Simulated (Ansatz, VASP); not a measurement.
# ZnSe (Stilleite) in two plane-wave programs, part 2 of 2

Wanted: the spread between two codes on one cell, functional and k mesh.

VASP 6.6.1 and Ansatz 0.2.0.

So far: The structure; Ansatz: G0W0 gap, PBE.

## 3. VASP: G0W0 gap, PBE

Level of this step: G0W0 on PBE; plane waves and PAW (Se_GW, Zn_GW) (VASP).

The same cell, functional and mesh now go to VASP, with its own data sets and cutoff.

Lines of VASP's logs that name or quote its potential files are left out, and so is its time.

The run reads the wave functions of an earlier VASP run, which isn't shown here.

INCAR

```
SYSTEM = ZnSe
PREC = Accurate
ENCUT = 350
ISMEAR = 0
SIGMA = 0.01
LREAL = .FALSE.
GGA = PE
NBANDS = 192
ALGO = EVGW0
NELMGW = 1
ENCUTGW = 150
NOMEGA = 48
PRECFOCK = Fast
NBANDSGW = 24
LWAVE = .FALSE.
LCHARG = .FALSE.
```

POSCAR

```
ZnSe
1.0
    0.0000000000      2.8338000000      2.8338000000
    2.8338000000      0.0000000000      2.8338000000
    2.8338000000      2.8338000000      0.0000000000
Se Zn
1 1
Direct
    0.7500000000      0.7500000000      0.7500000000
    0.0000000000      0.0000000000      0.0000000000
```

KPOINTS

```
Automatic mesh
0
Gamma
6 6 6
0 0 0
```

The projector-augmented-wave data sets are Se_GW and Zn_GW (PBE family, release 64).

Command:

```bash
$ mpirun -np 8 vasp_std
```

Numbers of over 12 decimals in the logs are rounded to 6 here.

The program printed:

```text
[banner, memory and clock lines left out]
running    8 mpi-ranks, on    1 nodes
 distrk:  each k-point on    8 cores,    1 groups
 distr:  one band on    1 cores,    8 groups

 POSCAR found type information on POSCAR SeZn
 POSCAR found :  2 types and       2 ions
|                                                                             |
|           W    W    AA    RRRRR   N    N  II  N    N   GGGG   !!!           |
|           W    W   A  A   R    R  NN   N  II  NN   N  G    G  !!!           |
|           W    W  A    A  R    R  N N  N  II  N N  N  G       !!!           |
|           W WW W  AAAAAA  RRRRR   N  N N  II  N  N N  G  GGG   !            |
|           WW  WW  A    A  R   R   N   NN  II  N   NN  G    G                |
|           W    W  A    A  R    R  N    N  II  N    N   GGGG   !!!           |
|                                                                             |
|     For optimal performance we recommend to set                             |
|       NCORE = 2 up to number-of-cores-per-socket                            |
|     NCORE specifies how many cores store one orbital (NPAR=cpu/NCORE).      |
|     This setting can greatly improve the performance of VASP for DFT.       |
|     The default, NCORE=1 might be grossly inefficient on modern             |
|     multi-core architectures or massively parallel machines. Do your        |
|     Unfortunately you need to use the default for GW and RPA                |
|     calculations (for HF NCORE is supported but not extensively tested      |
|     yet).                                                                   |
|                                                                             |

|                                                                             |
|           W    W    AA    RRRRR   N    N  II  N    N   GGGG   !!!           |
|           W    W   A  A   R    R  NN   N  II  NN   N  G    G  !!!           |
|           W    W  A    A  R    R  N N  N  II  N N  N  G       !!!           |
|           W WW W  AAAAAA  RRRRR   N  N N  II  N  N N  G  GGG   !            |
|           WW  WW  A    A  R   R   N   NN  II  N   NN  G    G                |
|           W    W  A    A  R    R  N    N  II  N    N   GGGG   !!!           |
|                                                                             |
|     The default for ENCUTGWSOFT is different in this version of VASP.       |
|     please manually set ENCUTGWSOFT =150 in the INCAR file.                 |
|                                                                             |

 LDA part: xc-table for (Slater+PW92), standard interpolation
 found WAVECAR, reading the header
 POSCAR, INCAR and KPOINTS ok, starting setup
 FFT: planning ... GRIDC
 FFT: planning ... GRID_SOFT
 FFT: planning ... GRID
 reading WAVECAR
 the WAVECAR file was read successfully
 initial charge from wavefunction
 available memory per node:     94.75 GB, setting MAXMEM to     97019

 The Fermi energy was updated, please check that it is located mid-gap
 values below the HOMO (VB) or above the LUMO (CB) will cause erroneous energies
 E-fermi :   3.2869

 calculate exact exchange contribution
 the WAVEDER file was read successfully
energies w=
    0.000    0.000    0.533    0.000    1.063    0.000    1.589    0.000
    2.109    0.000    2.621    0.000    3.126    0.000    3.620    0.000
    4.106    0.000    4.583    0.000    5.051    0.000    5.512    0.000
    5.966    0.000    6.414    0.000    6.859    0.000    7.302    0.000
    7.743    0.000    8.186    0.000    8.632    0.000    9.083    0.000
    9.541    0.000   10.010    0.000   10.491    0.000   10.988    0.000
   11.505    0.000   12.045    0.000   12.614    0.000   13.216    0.000
   13.859    0.000   14.549    0.000   15.298    0.000   16.115    0.000
   17.016    0.000   18.020    0.000   19.149    0.000   20.434    0.000
   21.915    0.000   23.648    0.000   25.708    0.000   28.204    0.000
   31.296    0.000   35.230    0.000   40.406    0.000   47.518    0.000
   57.887    0.000   74.369    0.000  104.516    0.000  176.935    0.000
 responsefunction array rank=     200
 LDA part: xc-table for (Slater+PW92), standard interpolation

 min. memory requirement per mpi rank    244.4 MB, per node   1955.5 MB

 allocating   6 responsefunctions rank=   200
 shmem allocating  48 responsefunctions rank=   200
 response function shared by NCSHMEM nodes    1
 Doing            6  frequencies on each core in blocks of           48
NQ=   1    0.0000    0.0000    0.0000,
|.........|.........|.........|.........|.........|.........|.........|.........
 performed        858000 updates of chi_q(r,r)
 total number of BLAS operations        225.12 Gflops
NQ=   2    0.1667    0.0000    0.0000,
|.........|.........|.........|.........|.........|.........|.........|.........
 performed       2343000 updates of chi_q(r,r)
 total number of BLAS operations        576.73 Gflops
NQ=   3    0.3333    0.0000    0.0000,
|.........|.........|.........|.........|.........|.........|.........|.........
 performed       3828000 updates of chi_q(r,r)
 total number of BLAS operations        987.91 Gflops
NQ=   4    0.5000    0.0000    0.0000,
|.........|.........|.........|.........|.........|.........|.........|.........
 performed       5092000 updates of chi_q(r,r)
 total number of BLAS operations       1315.66 Gflops
NQ=   5    0.1667    0.1667    0.0000,
|.........|.........|.........|.........|.........|.........|.........|.........
 performed       6577000 updates of chi_q(r,r)
 total number of BLAS operations       1705.03 Gflops
NQ=   6    0.3333    0.1667    0.0000,
|.........|.........|.........|.........|.........|.........|.........|.........
 performed       8855000 updates of chi_q(r,r)
 total number of BLAS operations       2362.98 Gflops
NQ=   7    0.5000    0.1667    0.0000,
|.........|.........|.........|.........|.........|.........|.........|.........
 performed      11133000 updates of chi_q(r,r)
 total number of BLAS operations       3020.94 Gflops
NQ=   8   -0.3333    0.1667    0.0000,
|.........|.........|.........|.........|.........|.........|.........|.........
 performed      13411000 updates of chi_q(r,r)
 total number of BLAS operations       3678.89 Gflops
NQ=   9   -0.1667    0.1667    0.0000,
|.........|.........|.........|.........|.........|.........|.........|.........
 performed      15394000 updates of chi_q(r,r)
 total number of BLAS operations       4216.06 Gflops
NQ=  10    0.3333    0.3333    0.0000,
|.........|.........|.........|.........|.........|.........|.........|.........
 performed      16879000 updates of chi_q(r,r)
 total number of BLAS operations       4663.37 Gflops
NQ=  11    0.5000    0.3333    0.0000,
|.........|.........|.........|.........|.........|.........|.........|.........
 performed      19157000 updates of chi_q(r,r)
 total number of BLAS operations       5335.25 Gflops
NQ=  12   -0.3333    0.3333    0.0000,
|.........|.........|.........|.........|.........|.........|.........|.........
 performed      21140000 updates of chi_q(r,r)
 total number of BLAS operations       5884.17 Gflops
NQ=  13    0.5000    0.5000    0.0000,
|.........|.........|.........|.........|.........|.........|.........|.........
 performed      22275000 updates of chi_q(r,r)
 total number of BLAS operations       6212.08 Gflops
NQ=  14    0.5000    0.3333    0.1667,
|.........|.........|.........|.........|.........|.........|.........|.........
 performed      24829000 updates of chi_q(r,r)
 total number of BLAS operations       6942.13 Gflops
NQ=  15   -0.3333    0.3333    0.1667,
|.........|.........|.........|.........|.........|.........|.........|.........
 performed      27236000 updates of chi_q(r,r)
 total number of BLAS operations       7666.93 Gflops
NQ=  16   -0.3333    0.5000    0.1667,
|.........|.........|.........|.........|.........|.........|.........|.........
 performed      29228000 updates of chi_q(r,r)
 total number of BLAS operations       8279.29 Gflops
 resolving degeneracies of screened two electron integrals

 calculate QP shifts <psi_nk| G(iteration)W_0 |psi_nk>: iteration 1
 entering main loop
```

Parts of OUTCAR (step 3):

```text
ion  position               nearest neighbor table
   1  0.750  0.750  0.750-   2 2.45   2 2.45   2 2.45   2 2.45
   2  0.000  0.000  0.000-   1 2.45   1 2.45   1 2.45   1 2.45

  LATTYP: Found a face centered cubic cell.
 ALAT       =     5.6676000000

 Subroutine GETGRP returns: Found 24 space group operations
 (whereof 24 operations were pure point group operations)

The static configuration has the point symmetry T_d .

 Found     16 irreducible k-points:

   k-points           NKPTS =     16   k-points in BZ     NKDIM =    216   number of bands    NBANDS=    192

   dimension x,y,z NGX =    24 NGY =   24 NGZ =   24
   dimension x,y,z NGXF=    48 NGYF=   48 NGZF=   48

   ENCUT  =  350.0 eV  25.72 Ry    5.07 a.u.   6.11  6.11  6.11*2*pi/ulx,y,z

   NELECT =      18.0000    total number of electrons

  energy-cutoff  :      350.00
  volume of cell :       45.51
      direct lattice vectors                 reciprocal lattice vectors
     0.000000000  2.833800000  2.833800000    -0.176441527  0.176441527  0.176441527
     2.833800000  0.000000000  2.833800000     0.176441527 -0.176441527  0.176441527
     2.833800000  2.833800000  0.000000000     0.176441527  0.176441527 -0.176441527

 k-points in reciprocal lattice and weights: Automatic mesh
   0.00000000  0.00000000  0.00000000       0.005
   0.16666667  0.00000000  0.00000000       0.037
   0.33333333  0.00000000  0.00000000       0.037
   0.50000000  0.00000000  0.00000000       0.019
   0.16666667  0.16666667  0.00000000       0.028
   0.33333333  0.16666667  0.00000000       0.111
   0.50000000  0.16666667  0.00000000       0.111
  -0.33333333  0.16666667  0.00000000       0.111
  -0.16666667  0.16666667  0.00000000       0.056
[...]
-0.33333333  0.33333333  0.16666667       0.111
  -0.33333333  0.50000000  0.16666667       0.056

 E-fermi :   3.2869

 QP shifts <psi_nk| G(iteration)W_0 |psi_nk>: iteration 1
 for sc-GW calculations column KS-energies equals QP-energies in previous step
 and V_xc(KS)=  KS-energies - (<T + V_ion + V_H > + <T+V_H+V_ion>^1  + <V_x>^1)
 k-point   1 :       0.0000    0.0000    0.0000
  band No.  KS-energies  QP-energies   sigma(KS)   V_xc(KS)     V^pw_x(r,r')   Z            occupation Imag(sigma)
    ...
      6      -3.5234      -5.1569     -22.9138     -20.5044     -31.9437       0.6780       2.0000       0.1749
      7       2.6485       1.8412     -14.6288     -13.5685     -16.4610       0.7614       2.0000       0.0597
      8       2.6485       1.8412     -14.6288     -13.5685     -16.4610       0.7614       2.0000       0.0597
      9       2.6485       1.8412     -14.6288     -13.5685     -16.4610       0.7614       2.0000       0.0597
     10       3.9253       4.2949      -9.8836     -10.3520      -6.3443       0.7891       0.0000      -0.0719
     11       8.4461       8.6931      -9.4389      -9.7583      -5.0898       0.7736       0.0000      -0.0919
     12       8.4461       8.6931      -9.4389      -9.7583      -5.0898       0.7736       0.0000      -0.0919
     13       8.4461       8.6931      -9.4389      -9.7583      -5.0898       0.7736       0.0000      -0.0919
    ...

 k-point   2 :       0.1667    0.0000    0.0000
  band No.  KS-energies  QP-energies   sigma(KS)   V_xc(KS)     V^pw_x(r,r')   Z            occupation Imag(sigma)
    ...
      6      -3.5251      -5.1556     -22.9044     -20.4971     -31.9344       0.6773       2.0000       0.1753
      7       0.7414      -0.0642     -13.7495     -12.6711     -15.9408       0.7470       2.0000       0.0707
      8       2.3958       1.5711     -14.4181     -13.3332     -16.2786       0.7602       2.0000       0.0607
      9       2.3958       1.5711     -14.4181     -13.3332     -16.2786       0.7602       2.0000       0.0607
     10       5.1895       5.5233     -10.2975     -10.7256      -6.6555       0.7796       0.0000      -0.0684
     11       8.5157       8.7414      -9.6164      -9.9093      -5.3012       0.7705       0.0000      -0.0950
     12       8.8478       9.1073      -9.5626      -9.9001      -5.1168       0.7686       0.0000      -0.0982
     13       8.8478       9.1073      -9.5626      -9.9001      -5.1168       0.7686       0.0000      -0.0982
    ...

 k-point   3 :       0.3333    0.0000    0.0000
  band No.  KS-energies  QP-energies   sigma(KS)   V_xc(KS)     V^pw_x(r,r')   Z            occupation Imag(sigma)
    ...
      6      -3.5166      -5.1445     -22.9233     -20.5204     -31.9672       0.6775       2.0000       0.1765
      7      -1.4092      -2.3483     -13.7913     -12.4781     -17.2029       0.7151       2.0000       0.1292
      8       1.9681       1.1142     -14.1109     -12.9841     -16.0377       0.7579       2.0000       0.0634
      9       1.9681       1.1142     -14.1109     -12.9841     -16.0377       0.7579       2.0000       0.0634
     10       5.3204       5.6726      -9.7651     -10.2149      -5.9562       0.7830       0.0000      -0.0742
     11       9.1198       9.3526      -9.4667      -9.7706      -5.0303       0.7660       0.0000      -0.1039
     12       9.1198       9.3526      -9.4667      -9.7706      -5.0303       0.7660       0.0000      -0.1039
     13      10.2109      10.4111      -9.7414     -10.0097      -4.8911       0.7463       0.0000      -0.1486
    ...

 k-point   4 :       0.5000    0.0000    0.0000
  band No.  KS-energies  QP-energies   sigma(KS)   V_xc(KS)     V^pw_x(r,r')   Z            occupation Imag(sigma)
    ...
      6      -3.3638      -4.9505     -22.7751     -20.4325     -31.7432       0.6773       2.0000       0.1889
      7      -2.5796      -3.4326     -11.7709     -10.5551     -14.8252       0.7016       2.0000       0.1909
      8       1.7805       0.9166     -13.9809     -12.8374     -15.9331       0.7554       2.0000       0.0647
      9       1.7805       0.9166     -13.9809     -12.8374     -15.9331       0.7554       2.0000       0.0647
     10       5.1836       5.5286      -9.7408     -10.1800      -5.9826       0.7855       0.0000      -0.0742
     11       9.0256       9.2334      -9.3594      -9.6297      -5.0050       0.7687       0.0000      -0.1024
     12       9.0256       9.2334      -9.3594      -9.6297      -5.0050       0.7687       0.0000      -0.1024
     13      11.2149      11.2228      -8.7307      -8.7413      -3.7093       0.7440       0.0000      -0.1876
    ...

[... 4 further parts left out ...]
```

## 4. Side by side

Known differences besides the potentials themselves: the two programs' PAW sets differ in cores and partial waves; the data sets hold 28 valence electrons in Ansatz (default PAW (the set named soft_2) files) and 18 in VASP; the cutoff is 420 eV in Ansatz and 350 eV in VASP; VASP leaves aspherical gradient terms in its spheres out (LASPH is not set), Ansatz keeps them; Ansatz integrates over frequency by contour deformation, VASP on a grid of NOMEGA points. Total energies have different zeros and are not compared.

Both answers:

```
                 quantity  Ansatz  VASP  difference
G0W0 gap on the mesh (eV)    2.37  2.45       -0.08
    PBE gap under it (eV)    1.29  1.28       +0.01
```

## 5. What came out

```yaml
difference_in_g0w0_gap_on_the_mesh_g0w0_gap_pbe: -0.080 eV
```

**Reading.** The difference in G0W0 gap on the mesh is -0.080 eV (G0W0 gap, PBE), within the 0.15 eV picked in this series as the mark of a large difference. How closely two codes agree says nothing of how well the functional describes the real material.

[Lines on the potential files, build, host, timing and source positions are cut from VASP's logs without a mark.]

[Logs are printed without paths, hosts, clocks, repeated set-up lines and the standing remarks that a program may print on its own settings, such as how far it seeks lower states.]

[Hosts, paths, dates, database ids (printed as entryN), source tags and the programs' standing remarks are cut or masked in the printed files.]
